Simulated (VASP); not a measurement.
# C (Fd-3m) in VASP: a series of runs

One crystal, C, is run at these levels: PBE; tasks: G0W0 quasiparticle levels.

All numbers are computed with VASP 6.6.1; they aren't measurements. Logs are shortened: lines on timing, memory, paths and dates and some standing lists are left out, and cuts for length are marked.

## 1. The crystal as given

It takes space group Fd-3m (No. 227, cubic). The conventional cell has a = 3.567 Å, b = 3.567 Å, c = 3.567 Å, α = 90.00°, β = 90.00°, γ = 90.00°. C (site symmetry -43m) has 4 C at 1.54 Å as nearest neighbours.

This isn't the form of C at room conditions, which is graphite.

## 2. G0W0 quasiparticle levels, PBE

POSCAR reads:

```
C
1.0
    0.0000000000      1.7833700000      1.7833700000
    1.7833700000      0.0000000000      1.7833700000
    1.7833700000      1.7833700000      0.0000000000
C
2
Direct
    0.7500000000      0.7500000000      0.7500000000
    0.5000000000      0.5000000000      0.5000000000
```

INCAR.step1 reads:

```
PREC = Accurate
ENCUT = 450
EDIFF = 1E-8
ISMEAR = 0
SIGMA = 0.01
LREAL = F
LASPH = T
NELM = 100
ALGO = Normal
LWAVE = T
LCHARG = F
GGA = PE
```

INCAR.step2 reads:

```
PREC = Accurate
ENCUT = 450
EDIFF = 1E-8
ISMEAR = 0
SIGMA = 0.01
LREAL = F
LASPH = T
NELM = 1
ALGO = Exact
LWAVE = T
LCHARG = F
GGA = PE
NBANDS = 17
LOPTICS = T
ISTART = 1
```

INCAR.step3 reads:

```
PREC = Accurate
ENCUT = 450
EDIFF = 1E-8
ISMEAR = 0
SIGMA = 0.01
LREAL = F
LASPH = T
ALGO = EVGW0
LWAVE = F
LCHARG = F
GGA = PE
NELMGW = 1
NBANDS = 17
ENCUTGW = 150
NOMEGA = 48
PRECFOCK = Fast
ISTART = 1
NBANDSGW = 12
```

KPOINTS reads:

```
Automatic mesh
0
Gamma
  3 3 3
```

Potentials or basis: VASP PAW PBE potentials, release 64 (C_GW).

Launch:

```bash
> cat potpaw_PBE.64/C_GW/POTCAR > POTCAR
> cp INCAR.step1 INCAR
> mpirun -np 1 vasp_std > vasp.out
> cp INCAR.step2 INCAR
> mpirun -np 1 vasp_std > vasp.out
> cp INCAR.step3 INCAR
> mpirun -np 1 vasp_std > vasp.out
```

OUTCAR:

```text
PREC = Accurate
   ENCUT = 450
   EDIFF = 1E-8
   ISMEAR = 0
   LREAL = F
   LASPH = T
   GGA = PE
   NELMGW = 1
   ENCUTGW = 150
   PRECFOCK = Fast
   ISTART = 1

 Found      4 irreducible k-points:

 Following reciprocal coordinates:
            Coordinates               Weight
  0.000000  0.000000  0.000000      1.000000
  0.333333  0.000000  0.000000      8.000000
  0.333333  0.333333  0.000000      6.000000
 -0.333333  0.333333  0.000000     12.000000
   k-points           NKPTS =      4   k-points in BZ     NKDIM =     27   number of bands    NBANDS=     17
   number of dos      NEDOS =    301   number of ions     NIONS =      2
   total plane-waves  NPLWV =   5832
   dimension x,y,z NGX =    18 NGY =   18 NGZ =   18
   dimension x,y,z NGXF=    36 NGYF=   36 NGZF=   36
   ions per type =               2
   NGX,Y,Z   is equivalent  to a cutoff of  11.86, 11.86, 11.86 a.u.
   NGXF,Y,Z  is equivalent  to a cutoff of  23.73, 23.73, 23.73 a.u.
 SYSTEM =  unknown system
   PREC   = accura    normal or accurate (medium, high low for compatibility)
   ISTART =      1    job   : 0-new  1-cont  2-samecut
   ICHARG =      0    charge: 1-file 2-atom 10-const
   ISPIN  =      1    spin polarized calculation?
   LNONCOLLINEAR =      F non collinear calculations
   LSORBIT =      F    spin-orbit coupling
   LASPH  =      T    aspherical Exc in radial PAW
   ENCUT  =  450.0 eV  33.07 Ry    5.75 a.u.   4.36  4.36  4.36*2*pi/ulx,y,z
   NELM   =     60;   NELMIN=  2; NELMDL=  0     # of ELM steps
   EDIFF  = 0.1E-07   stopping-criterion for ELM
   LREAL  =      F    real-space projection
   EDIFFG = 0.1E-06   stopping-criterion for IOM
   NSW    =      0    number of steps for IOM
   IBRION =     -1    ionic relax: 0-MD 1-quasi-New 2-CG
   NFREE  =      0    steps in history (QN), initial steepest desc. (CG)
   ISIF   =      0    stress and relaxation
   ISYM   =      3    0-nonsym 1-usesym 2-fastsym
   POTIM  = 0.5000    time-step for ionic-motion
   TEBEG  =    0.0;   TEEND  =   0.0 temperature during run
   PSTRESS=    0.0 pullay stress
   NELECT =       8.0000    total number of electrons
   NUPDOWN=      -1.0000    fix difference up-down
   EMIN   =  10.00;   EMAX   =-10.00  energy-range for DOS
   EFERMI =   0.00;   METHOD = LEGACY
   ISMEAR =     0;   SIGMA  =   0.01  broadening in eV -4-tet -1-fermi 0-gaus
   EFERMI_NEDOS =   21; number of points for ismear=-14 and -15
   IALGO  =     38    algorithm
   IMIX   =      4    mixing-type and parameters
     AMIX     =   0.40;   BMIX     =  1.00
     AMIX_MAG =   1.60;   BMIX_MAG =  1.00
  volume/ion in A,a.u.               =       5.67        38.28
  Fermi-wavevector in a.u.,A,eV,Ry     =   1.457203  2.753714 28.891161  2.123440
  Thomas-Fermi vector in A             =   2.574032
   LORBIT       =      0    0 simple, 1 ext, 2 COOP (PROOUT), +10 PAW based schemes
   GGA     = PE    functional components
   LHFCALC =     T    Hartree Fock is set to
   PRECFOCK=fast      Normal, Fast or Accurate (Low or Medium for compatibility)
   ENCUT4O =  -1.0   cutoff for four orbital integrals eV
   NKREDX  =     1    reduce k-point grid by
   NKREDY  =     1    reduce k-point grid by
   NKREDZ  =     1    reduce k-point grid by
   AEXX    =    1.0000 exact exchange contribution
   HFSCREEN=    0.0000 screening length (either q_TF or 0.3 A-1)
   HFSCREENC=   0.0000 screening length for correlation (either q_TF or 0.3 A-1)
   ENCUTFOCK=  -1.0 apply spherical cutoff to Coloumb kernel
   IVDW    =     0    specifies the selected vdW correction
   LEPSILON=     F    determine dielectric tensor
   LRPA    =     F    only Hartree local field effects (RPA)
   LRPAFORCE           =     F    calculate RPA forces
   ENCUTGW             = 150.0    cutoff for response function in eV
   ENCUTGWSOFT         = 120.0    soft cutoff for Coulomb kernel in GW response function in eV
   ENCUTLF             =  -1.0    cutoff for local field effects
   NELMGW              =     1    number of iterations in solving QP/BSE equation
   NELMHF              =     1    number of iterations in the inner HF iteration
   NKREDLFX            =     1    NKREDLFY  =   1   NKREDLFZ  =   1
 non-spin polarized calculation
 Gauss-broadening in eV      SIGMA  =   0.01
  energy-cutoff  :      450.00
  volume of cell :       11.34
 maximum number of plane-waves:       259
 NGX is ok and might be reduce to    18
  NGX = 10; NGY = 10; NGZ = 10
   NGX =  9   NGY =  9   NGZ =  9
 maximum number of plane-waves:        59

 QP shifts <psi_nk| G(iteration)W_0 |psi_nk>: iteration 1
 for sc-GW calculations column KS-energies equals QP-energies in previous step
 and V_xc(KS)=  KS-energies - (<T + V_ion + V_H > + <T+V_H+V_ion>^1  + <V_x>^1)

 k-point   1 :       0.0000    0.0000    0.0000
  band No.  KS-energies  QP-energies   sigma(KS)   V_xc(KS)     V^pw_x(r,r')   Z            occupation Imag(sigma)

      1     -11.6473     -12.9051     -16.4382     -14.7556     -25.3472       0.7476       2.0000       1.5748
      2       9.8679       9.9267     -16.7454     -16.8171     -19.9899       0.8187       2.0000       0.1179
      3       9.8679       9.9267     -16.7454     -16.8171     -19.9899       0.8187       2.0000       0.1179
      4       9.8679       9.9267     -16.7454     -16.8171     -19.9899       0.8187       2.0000       0.1179
      5      15.4341      17.1738     -13.3692     -15.5106      -8.7983       0.8124       0.0000      -0.1266
      6      15.4341      17.1738     -13.3692     -15.5106      -8.7983       0.8124       0.0000      -0.1266
      7      15.4341      17.1738     -13.3692     -15.5106      -8.7983       0.8124       0.0000      -0.1266
      8      23.1878      24.8467     -14.2230     -16.3713      -7.5094       0.7722       0.0000      -0.3387
      9      29.1228      29.9940     -10.7052     -11.7768      -4.2105       0.8130       0.0000      -0.4570
     10      36.3294      38.3841     -11.3909     -13.8641      -5.7988       0.8308       0.0000      -0.5727
     11      36.3294      38.3841     -11.3909     -13.8641      -5.7988       0.8308       0.0000      -0.5727
     12      37.3230      38.6034      -9.8654     -11.4342      -3.1747       0.8162       0.0000      -1.0111

 k-point   2 :       0.3333    0.0000    0.0000
  band No.  KS-energies  QP-energies   sigma(KS)   V_xc(KS)     V^pw_x(r,r')   Z            occupation Imag(sigma)
[... 33 lines left out ...]
      1      -4.2127      -5.2062     -16.9312     -15.6623     -23.8906       0.7829       2.0000       0.7075
      2      -1.0910      -1.8924     -16.6960     -15.6693     -22.6185       0.7805       2.0000       0.4152
      3       0.4601      -0.1792     -15.5351     -14.7311     -20.4133       0.7951       2.0000       0.2677
      4       5.1713       4.8634     -16.3996     -16.0176     -20.5476       0.8062       2.0000       0.1664
      5      16.1747      17.4345     -12.3034     -13.8331      -7.4417       0.8235       0.0000      -0.1377
      6      22.7827      24.9871     -13.4735     -16.2645      -7.3004       0.7898       0.0000      -0.2889
      7      23.3949      25.3791     -13.2843     -15.8044      -6.9698       0.7873       0.0000      -0.3044
      8      24.8609      26.9027     -13.6460     -16.2715      -6.8366       0.7777       0.0000      -0.3828
      9      26.7823      28.2991     -11.9162     -13.7675      -6.2290       0.8194       0.0000      -0.3023
     10      33.5173      35.2495     -10.8522     -12.9221      -5.2095       0.8369       0.0000      -0.5357
     11      34.6985      36.7978     -12.4711     -15.1757      -4.6899       0.7762       0.0000      -0.8450
     12      43.6201      45.2874     -10.0022     -12.0205      -3.2034       0.8261       0.0000      -1.2441
```

OUTCAR.step1:

```text
PREC = Accurate
   ENCUT = 450
   EDIFF = 1E-8
   ISMEAR = 0
   LREAL = F
   LASPH = T
[... 150 lines left out ...]
 -----------------------------------------------------------------------------------
      2.67505      2.67505      2.67505         0.000000      0.000000      0.000000
      1.78337      1.78337      1.78337        -0.000000     -0.000000     -0.000000
 -----------------------------------------------------------------------------------
    total drift:                                0.000000     -0.000000      0.000000

  FREE ENERGIE OF THE ION-ELECTRON SYSTEM (eV)
  ---------------------------------------------------
  free  energy   TOTEN  =       -17.5945066665 eV

  energy  without entropy=      -17.5945066665  energy(sigma->0) =      -17.59450667
```

Wall time 3.8 s (1 thread of AMD EPYC 9R45 (Zen 5), shared host); peak memory 0.08 GiB.

These settings aren't checked as converged: the numbers below hold their error.

What came out:

```yaml
Band_gap_on_the_k_mesh_mean-field_level: 4.11 eV, indirect (least direct gap 5.57 eV)
Quasiparticle_gap: 5.27 eV
Least_direct_quasiparticle_gap: 7.25 eV
```

Caveat: the k mesh is coarse (spacing up to 1.02 Å⁻¹), so the values aren't converged; the cutoff is under 1.25 times the usual one of these potentials, so pressure, stress and relaxed cells hold a basis-set (Pulay) error; bands, screening cutoff and mesh are small and nothing is extrapolated, so the quasiparticle values aren't converged; an odd mesh through Γ misses points on the zone boundary, where band edges often lie.

## 3. G0W0 quasiparticle levels, PBE

POSCAR is that of step 2.

INCAR.step1 is that of step 2.

INCAR.step2, as its differences from that of step 2:

```diff
@@ -12,3 +12,3 @@
 GGA = PE
-NBANDS = 17
+NBANDS = 31
 LOPTICS = T
```

INCAR.step3, as its differences from that of step 2:

```diff
@@ -12,4 +12,4 @@
 NELMGW = 1
-NBANDS = 17
-ENCUTGW = 150
+NBANDS = 31
+ENCUTGW = 100
 NOMEGA = 48
```

KPOINTS is that of step 2.

Potentials or basis: VASP PAW PBE potentials, release 64 (C_GW).

Launch:

```bash
> cat potpaw_PBE.64/C_GW/POTCAR > POTCAR
> cp INCAR.step1 INCAR
> mpirun -np 1 vasp_std > vasp.out
> cp INCAR.step2 INCAR
> mpirun -np 1 vasp_std > vasp.out
> cp INCAR.step3 INCAR
> mpirun -np 1 vasp_std > vasp.out
```

OUTCAR:

```text
PREC = Accurate
   ENCUT = 450
   EDIFF = 1E-8
   ISMEAR = 0
   LREAL = F
   LASPH = T
   GGA = PE
   NELMGW = 1
   ENCUTGW = 100
   PRECFOCK = Fast
   ISTART = 1

 Found      4 irreducible k-points:

 Following reciprocal coordinates:
[... 86 lines left out ...]

      1     -11.6473     -12.9954     -16.5551     -14.7556     -25.3472       0.7492       2.0000       1.4700
      2       9.8679       9.7366     -16.9774     -16.8171     -19.9899       0.8194       2.0000       0.1072
      3       9.8679       9.7366     -16.9774     -16.8171     -19.9899       0.8194       2.0000       0.1072
      4       9.8679       9.7366     -16.9774     -16.8171     -19.9899       0.8194       2.0000       0.1072
      5      15.4341      16.7620     -13.8762     -15.5106      -8.7983       0.8125       0.0000      -0.1318
      6      15.4341      16.7620     -13.8762     -15.5106      -8.7983       0.8125       0.0000      -0.1318
      7      15.4341      16.7620     -13.8762     -15.5106      -8.7983       0.8125       0.0000      -0.1318
      8      23.1878      24.5231     -14.6526     -16.3713      -7.5094       0.7769       0.0000      -0.3228
      9      29.1228      29.5183     -11.2914     -11.7768      -4.2105       0.8146       0.0000      -0.4776
     10      36.3294      37.6194     -12.2955     -13.8641      -5.7988       0.8224       0.0000      -0.5513
     11      36.3294      37.6194     -12.2955     -13.8641      -5.7988       0.8224       0.0000      -0.5513
     12      37.3230      38.1048     -10.4838     -11.4342      -3.1747       0.8226       0.0000      -1.0358
[... 36 lines left out ...]
      1      -4.2127      -5.3016     -17.0548     -15.6623     -23.8906       0.7820       2.0000       0.6680
      2      -1.0910      -2.0116     -16.8476     -15.6693     -22.6185       0.7812       2.0000       0.3962
      3       0.4601      -0.3568     -15.7610     -14.7311     -20.4133       0.7932       2.0000       0.2581
      4       5.1713       4.6826     -16.6225     -16.0176     -20.5476       0.8080       2.0000       0.1550
      5      16.1747      17.0407     -12.7792     -13.8331      -7.4417       0.8217       0.0000      -0.1417
      6      22.7827      24.5351     -14.0386     -16.2645      -7.3004       0.7873       0.0000      -0.2840
      7      23.3949      24.9536     -13.8193     -15.8044      -6.9698       0.7852       0.0000      -0.2956
      8      24.8609      26.5158     -14.1477     -16.2715      -6.8366       0.7793       0.0000      -0.3690
      9      26.7823      27.8203     -12.4933     -13.7675      -6.2290       0.8147       0.0000      -0.2988
     10      33.5173      34.5277     -11.6994     -12.9221      -5.2095       0.8264       0.0000      -0.5328
     11      34.6985      36.2681     -13.1465     -15.1757      -4.6899       0.7735       0.0000      -0.8111
     12      43.6201      44.4336     -11.0235     -12.0205      -3.2034       0.8160       0.0000      -1.2496
```

OUTCAR.step2:

```text
PREC = Accurate
   ENCUT = 450
   EDIFF = 1E-8
   ISMEAR = 0
   LREAL = F
[... 518 lines left out ...]
     0.00000     9.79654     9.79654     9.79654     0.00000     0.00000    -0.00000
     1.45066    10.09273    10.09273    10.09273     0.00000     0.00000    -0.00000
     2.90133    11.23047    11.23047    11.23047     0.00000     0.00000    -0.00000
     4.35199    15.09606    15.09606    15.09606     0.00000     0.00000    -0.00000
     5.80265   -11.23997   -11.23997   -11.23997     0.00000     0.00000    -0.00000
     7.25331     9.23357     9.23357     9.23357     0.00000     0.00000    -0.00000
[... 92 lines left out ...]
   142.16496     0.94238     0.94238     0.94238    -0.00000    -0.00000     0.00000
   143.61562     0.94360     0.94360     0.94360    -0.00000    -0.00000     0.00000
```

Wall time 4 s (1 thread of AMD EPYC 9R45 (Zen 5), shared host); peak memory 0.08 GiB.

These settings aren't checked as converged: the numbers below hold their error.

What came out:

* Band gap on the k mesh, mean-field level: 4.11 eV, indirect (least direct gap 5.57 eV)
* Quasiparticle gap: 5.08 eV
* Least direct quasiparticle gap: 7.03 eV

Caveat: the k mesh is coarse (spacing up to 1.02 Å⁻¹), so the values aren't converged; the cutoff is under 1.25 times the usual one of these potentials, so pressure, stress and relaxed cells hold a basis-set (Pulay) error; bands, screening cutoff and mesh are small and nothing is extrapolated, so the quasiparticle values aren't converged; an odd mesh through Γ misses points on the zone boundary, where band edges often lie.

## 4. The reference run

An earlier run on the cell as given: functional PBE; potentials or basis VASP PAW PBE potentials, release 64 (C); cutoff 520 eV; k mesh 13 × 13 × 13; occupations fermi-dirac, width 0.05 eV; no spin polarisation.

- Pressure: 2.5 GPa
- Band gap on the k mesh: 4.14 eV, indirect (least direct gap 5.59 eV)
